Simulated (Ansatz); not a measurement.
Ag: single point with PBE

Crystal: Ag.

```xyz
1
Lattice="0.0000 2.0427 2.0427 2.0427 0.0000 2.0427 2.0427 2.0427 0.0000" Properties=species:S:1:pos:R:3 pbc="T T T"
Ag    0.0000    0.0000    0.0000
```

* Program: Ansatz 0.2.0
* Task: single point
* Functional: PBE
* Potentials or basis: Ansatz PAW
* Cutoff: 420 eV (not typed: the program's choice for these potentials)
* k mesh: 11 × 11 × 11
* Occupations: gaussian, width 0.011 eV
* Spin: no spin polarisation

```
Pressure               : 4.3 GPa
Band gap on the k mesh : none (metal or under the smearing width)
```

Levels at points of the mesh, in eV from the Fermi level:
| k point | band 6 | band 7 | band 8 | band 9 | band 10 | band 11 | band 12 | band 13 | band 14 |
| --- | --- | --- | --- | --- | --- | --- | --- | --- | --- |
| (0.00, 0.00, 0.00) | -5.08 | -5.08 | -5.08 | -4.04 | -4.04 | 15.60 | 19.18 | 19.18 | 19.18 |

Wall time 0.74 s on 2 threads of Arm Neoverse N1, with other jobs on the host, peak memory 0.26 GiB.
